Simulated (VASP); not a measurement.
# Nb (Pm-3m) in VASP: relaxation of cell and atoms with LDA

Aim: the relaxation of cell and atoms of Nb with LDA.

Program: VASP 6.6.1. These are calculated values, not measurements. Logs are shortened: lines on timing, memory, paths and dates and some standing lists are left out, and cuts for length are marked.

## 1. The structure

It takes space group Pm-3m (No. 221, cubic). Conventional cell: a = 2.720 Å, b = 2.720 Å, c = 2.720 Å, α = 90.00°, β = 90.00°, γ = 90.00°. Nb (site symmetry m-3m) has 6 Nb at 2.72 Å as nearest neighbours.

The cell was built by a generator and needn't be a form met in nature.

## 2. Relaxation of cell and atoms, LDA, spin-orbit coupling, no magnetisation

INCAR reads:

```
PREC = Accurate
ENCUT = 600
EDIFF = 1E-6
ISMEAR = -1
SIGMA = 0.05
LREAL = F
LASPH = T
NELM = 80
ALGO = Fast
ISIF = 3
LWAVE = F
LCHARG = F
MAGMOM = 0 0 0
LORBIT = 11
LSORBIT = T
GGA_COMPAT = F
LMAXMIX = 4
GGA = CA
IBRION = 2
NSW = 60
EDIFFG = -0.01
```

KPOINTS reads:

```
Automatic mesh
0
Gamma
  7 7 7
```

POSCAR reads:

```
Nb
1.0
    2.7196400000      0.0000000000      0.0000000000
    0.0000000000      2.7196400000      0.0000000000
    0.0000000000      0.0000000000      2.7196400000
Nb
1
Direct
    0.5000000000      0.5000000000      0.5000000000
```

Potentials or basis: VASP PAW LDA potentials, release 64 (Nb_sv).

Launch:

```console
$ cat potpaw_LDA.64/Nb_sv/POTCAR > POTCAR
$ mpirun -np 1 vasp_ncl > vasp.out
```

OUTCAR:

```text
PREC = Accurate
   ENCUT = 600
   EDIFF = 1E-6
   ISMEAR = -1
   LREAL = F
   LASPH = T
   NELM = 80
   ISIF = 3
   LORBIT = 11
   LSORBIT = T
   GGA = CA
   IBRION = 2
   NSW = 60
   EDIFFG = -0.01

 ion  position               nearest neighbor table
   1  0.500  0.500  0.500-

  LATTYP: Found a simple cubic cell.
 ALAT       =     2.7196400000

  Lattice vectors:

 A1 = (   2.7196400000,   0.0000000000,   0.0000000000)
 A2 = (   0.0000000000,   2.7196400000,   0.0000000000)
 A3 = (   0.0000000000,   0.0000000000,   2.7196400000)

Analysis of symmetry for initial positions (statically):
=====================================================================
 Subroutine PRICEL returns:
 Original cell was already a primitive cell.

 Routine SETGRP: Setting up the symmetry group for a
 simple cubic supercell.

 Subroutine GETGRP returns: Found 48 space group operations
 (whereof 48 operations were pure point group operations)
 out of a pool of 48 trial point group operations.

The static configuration has the point symmetry O_h .

Analysis of symmetry for dynamics (positions and initial velocities):
=====================================================================
 Subroutine PRICEL returns:
 Original cell was already a primitive cell.

 Routine SETGRP: Setting up the symmetry group for a
 simple cubic supercell.

 Subroutine GETGRP returns: Found 48 space group operations
 (whereof 48 operations were pure point group operations)
 out of a pool of 48 trial point group operations.

The dynamic configuration has the point symmetry O_h .

Analysis of structural, dynamic, and magnetic symmetry:
=====================================================================
 Subroutine PRICEL returns:
 Original cell was already a primitive cell.

 Routine SETGRP: Setting up the symmetry group for a
 simple cubic supercell.

 Subroutine GETGRP returns: Found 48 space group operations
 (whereof 48 operations were pure point group operations)
 out of a pool of 48 trial point group operations.

The overall configuration has the point symmetry O_h .

 Subroutine INISYM returns: Found 48 space group operations
 (whereof 48 operations are pure point group operations),
 and found     1 'primitive' translations

----------------------------------------------------------------------------------------

                                     Primitive cell

  volume of cell :      20.1157

  direct lattice vectors                    reciprocal lattice vectors
     2.719640000  0.000000000  0.000000000     0.367695724  0.000000000  0.000000000
     0.000000000  2.719640000  0.000000000     0.000000000  0.367695724  0.000000000
     0.000000000  0.000000000  2.719640000     0.000000000  0.000000000  0.367695724

  length of vectors
     2.719640000  2.719640000  2.719640000     0.367695724  0.367695724  0.367695724

  position of ions in fractional coordinates (direct lattice)
     0.500000000  0.500000000  0.500000000

  ion indices of the primitive-cell ions
   primitive index   ion index
                 1           1

----------------------------------------------------------------------------------------

 KPOINTS: Automatic mesh

Automatic generation of k-mesh.
 Grid dimensions read from file:
 generate k-points for:    7    7    7

 Generating k-lattice:

  Cartesian coordinates                     Fractional coordinates (reciprocal lattice)
     0.052527961  0.000000000  0.000000000     0.142857143  0.000000000  0.000000000
     0.000000000  0.052527961  0.000000000     0.000000000  0.142857143  0.000000000
     0.000000000  0.000000000  0.052527961     0.000000000  0.000000000  0.142857143

  Length of vectors
     0.052527961  0.052527961  0.052527961

  Shift w.r.t. Gamma in fractional coordinates (k-lattice)
     0.000000000  0.000000000  0.000000000

 Subroutine IBZKPT returns following result:
 ===========================================

 Found     20 irreducible k-points:

 Following reciprocal coordinates:
            Coordinates               Weight
  0.000000  0.000000  0.000000      1.000000
  0.142857  0.000000  0.000000      6.000000
  0.285714  0.000000  0.000000      6.000000
  0.428571  0.000000  0.000000      6.000000
  0.142857  0.142857  0.000000     12.000000
  0.285714  0.142857  0.000000     24.000000
[... 12 lines left out ...]
  0.428571  0.428571  0.285714     24.000000
  0.428571  0.428571  0.428571      8.000000
   k-points           NKPTS =     20   k-points in BZ     NKDIM =     20   number of bands    NBANDS=     20
   number of dos      NEDOS =    301   number of ions     NIONS =      1
   total plane-waves  NPLWV =  13824
   dimension x,y,z NGX =    24 NGY =   24 NGZ =   24
   dimension x,y,z NGXF=    48 NGYF=   48 NGZF=   48
   ions per type =               1
   NGX,Y,Z   is equivalent  to a cutoff of  14.67, 14.67, 14.67 a.u.
   NGXF,Y,Z  is equivalent  to a cutoff of  29.34, 29.34, 29.34 a.u.
 SYSTEM =  unknown system
   PREC   = accura    normal or accurate (medium, high low for compatibility)
   ISTART =      0    job   : 0-new  1-cont  2-samecut
   ICHARG =      2    charge: 1-file 2-atom 10-const
   ISPIN  =      1    spin polarized calculation?
   LNONCOLLINEAR =      T non collinear calculations
   LSORBIT =      T    spin-orbit coupling
   LASPH  =      T    aspherical Exc in radial PAW
   ENCUT  =  600.0 eV  44.10 Ry    6.64 a.u.   5.43  5.43  5.43*2*pi/ulx,y,z
   NELM   =     80;   NELMIN=  2; NELMDL= -5     # of ELM steps
   EDIFF  = 0.1E-05   stopping-criterion for ELM
   LREAL  =      F    real-space projection
   EDIFFG = -.1E-01   stopping-criterion for IOM
   NSW    =     60    number of steps for IOM
   IBRION =      2    ionic relax: 0-MD 1-quasi-New 2-CG
   NFREE  =      1    steps in history (QN), initial steepest desc. (CG)
   ISIF   =      3    stress and relaxation
   ISYM   =      2    0-nonsym 1-usesym 2-fastsym
   POTIM  = 0.5000    time-step for ionic-motion
   TEBEG  =    0.0;   TEEND  =   0.0 temperature during run
   PSTRESS=    0.0 pullay stress
   NELECT =      13.0000    total number of electrons
   NUPDOWN=      -1.0000    fix difference up-down
   EMIN   =  10.00;   EMAX   =-10.00  energy-range for DOS
   EFERMI =   0.00;   METHOD = LEGACY
   ISMEAR =    -1;   SIGMA  =   0.05  broadening in eV -4-tet -1-fermi 0-gaus
   EFERMI_NEDOS =   21; number of points for ismear=-14 and -15
   IALGO  =     68    algorithm
   IMIX   =      4    mixing-type and parameters
     AMIX     =   0.40;   BMIX     =  1.00
     AMIX_MAG =   1.60;   BMIX_MAG =  1.00
  volume/ion in A,a.u.               =      20.12       135.75
  Fermi-wavevector in a.u.,A,eV,Ry     =   1.415396  2.674710 27.257162  2.003345
  Thomas-Fermi vector in A             =   2.536839
   LORBIT       =     11    0 simple, 1 ext, 2 COOP (PROOUT), +10 PAW based schemes
   GGA     = CA    functional components
   LHFCALC =     F    Hartree Fock is set to
   AEXX    =    0.0000 exact exchange contribution
   IVDW    =     0    specifies the selected vdW correction
   LEPSILON=     F    determine dielectric tensor
   LRPA    =     F    only Hartree local field effects (RPA)
 conjugate gradient relaxation of ions
 RMM-DIIS sequential band-by-band and
  energy-cutoff  :      600.00
  volume of cell :       20.12
 maximum number of plane-waves:      1382
 NGX is ok and might be reduce to    24
   NGX = 11   NGY = 11   NGZ = 11

--------------------------------------- Ionic step        1  -------------------------------------------

 number of electron      12.9999999 magnetization       0.0000000      0.0000000      0.0000000

 number of electron      12.9999999 magnetization      -0.0000000      0.0000000      0.0000000

 number of electron      12.9999999 magnetization      -0.0000000      0.0000000     -0.0000000

 Free energy of the ion-electron system (eV)
  ---------------------------------------------------
  ext. energy  EPLUGINS =         0.00000000
  ---------------------------------------------------
  free energy    TOTEN  =       -10.39259728 eV

  energy without entropy =      -10.38094340  energy(sigma->0) =      -10.38677034

 E-fermi :   9.4132     XC(G=0): -12.0325

 val. band max:        9.4024399288   @ k =   0.4286   0.4286   0.1429
 cond. band min:       9.4342119136   @ k =   0.2857   0.2857   0.2857
 fundamental gap:      0.0317719848
 Fermi energy:         9.4132082687

 k-point     1 :       0.0000    0.0000    0.0000
  band No.  band energies     occupation
      1     -44.7736      1.00000
      2     -44.7736      1.00000
      3     -21.6580      1.00000
      4     -21.6580      1.00000
      5     -19.5070      1.00000
      6     -19.5070      1.00000
[... 12 lines left out ...]
     19      14.7698      0.00000
[... 630 lines left out ...]
 number of electron      13.0000002 magnetization      -0.0000000     -0.0000000      0.0000000

 number of electron      13.0000002 magnetization       0.0000000     -0.0000000      0.0000000

 number of electron      13.0000002 magnetization       0.0000000      0.0000000      0.0000000

 Free energy of the ion-electron system (eV)
  ---------------------------------------------------
  ext. energy  EPLUGINS =         0.00000000
  ---------------------------------------------------
  free energy    TOTEN  =       -10.42494743 eV

  energy without entropy =      -10.41525727  energy(sigma->0) =      -10.42010235

 E-fermi :  10.2042     XC(G=0): -12.3370

 val. band max:       10.1586134024   @ k =   0.2857   0.2857   0.2857
 cond. band min:      10.2381344366   @ k =   0.4286   0.4286   0.1429
 fundamental gap:      0.0795210342
 Fermi energy:        10.2041834749

 k-point     1 :       0.0000    0.0000    0.0000
  band No.  band energies     occupation
      1     -43.9570      1.00000
      2     -43.9570      1.00000
      3     -20.7043      1.00000
      4     -20.7043      1.00000
      5     -18.5477      1.00000
      6     -18.5477      1.00000
[... 12 lines left out ...]
     19      15.9570      0.00000
[... 464 lines left out ...]
  FREE ENERGIE OF THE ION-ELECTRON SYSTEM (eV)
  ---------------------------------------------------
  free  energy   TOTEN  =       -10.4249474254 eV

  energy  without entropy=      -10.4152572717  energy(sigma->0) =      -10.42010235

 reached required accuracy - stopping structural energy minimisation

 Spin-Orbit-Coupling matrix elements

 Ion:    1  E_soc:     -0.1842156
 l=   1
     0.0000000    -0.0282745    -0.0282745
    -0.0282745     0.0000000    -0.0282745
    -0.0282745    -0.0282745     0.0000000
 l=   2
     0.0000000    -0.0003019     0.0000000    -0.0003019    -0.0021262
    -0.0003019     0.0000000    -0.0015947    -0.0003019    -0.0005316
     0.0000000    -0.0015947     0.0000000    -0.0015947     0.0000000
    -0.0003019    -0.0003019    -0.0015947     0.0000000    -0.0005316
    -0.0021262    -0.0005316     0.0000000    -0.0005316     0.0000000
 l=   3
     0.0000000     0.0000000     0.0000000     0.0000000     0.0000000     0.0000000     0.0000000
     0.0000000     0.0000000     0.0000000     0.0000000     0.0000000     0.0000000     0.0000000
     0.0000000     0.0000000     0.0000000     0.0000000     0.0000000     0.0000000     0.0000000
     0.0000000     0.0000000     0.0000000     0.0000000     0.0000000     0.0000000     0.0000000
     0.0000000     0.0000000     0.0000000     0.0000000     0.0000000     0.0000000     0.0000000
     0.0000000     0.0000000     0.0000000     0.0000000     0.0000000     0.0000000     0.0000000
     0.0000000     0.0000000     0.0000000     0.0000000     0.0000000     0.0000000     0.0000000

 total charge

# of ion       s       p       d       tot
------------------------------------------
    1        2.250   5.967   2.694  10.911

 magnetization (x)

# of ion       s       p       d       tot
------------------------------------------
    1       -0.000   0.000   0.000  -0.000

 magnetization (y)

# of ion       s       p       d       tot
------------------------------------------
    1        0.000   0.000   0.000   0.000

 magnetization (z)

# of ion       s       p       d       tot
------------------------------------------
    1       -0.000   0.000   0.000  -0.000
```

Run time: 86 s. Hardware: 1 thread of Intel Xeon 6975P-C (Granite Rapids), shared host; peak memory 0.19 GiB.

What came out:

| Property | Result |
| --- | --- |
| Free energy | -10.4249 eV |
| Relaxed volume | 18.93 Å³/atom |
| Relaxed cell | a = 2.665 Å, b = 2.665 Å, c = 2.665 Å, α = 90.00°, β = 90.00°, γ = 90.00° |
| Space group after relaxing (to 0.05 Å) | Pm-3m (No. 221) |
| Energy gained by relaxing | 32.4 meV/atom |
| Ionic steps | 6 |
| Pressure after relaxing | -0.1 GPa |
| Valence electrons inside the program's atomic spheres | Nb 10.91 |

Step by step:
```tsv
step	energy change (eV)	largest force (eV/Å)	pressure (GPa)	volume (Å³)
1	0.0000	0.0000	-8.27	20.12
2	0.0510	0.0000	17.38	17.24
3	-0.0323	0.0000	-0.24	18.95
4	-0.0324	0.0000	-0.15	18.92
5	-0.0323	0.0000	0.19	18.88
6	-0.0324	0.0000	-0.07	18.93
```

Final structure:
```yaml
crystal:
  lattice:
    - [2.66531, 0.00000, 0.00000]
    - [0.00000, 2.66531, 0.00000]
    - [0.00000, 0.00000, 2.66531]
  atoms:
    - { symbol: Nb, position: [0.50000, 0.50000, 0.50000] }
```

## 3. For comparison

An earlier run on the cell as given: functional PBE; potentials or basis VASP PAW PBE potentials, release 64 (Nb_sv); cutoff 520 eV; k mesh 10 × 10 × 10; occupations fermi-dirac, width 0.05 eV; no spin polarisation.

* Pressure: 0.3 GPa
* Band gap on the k mesh: none (metal or under the smearing width)
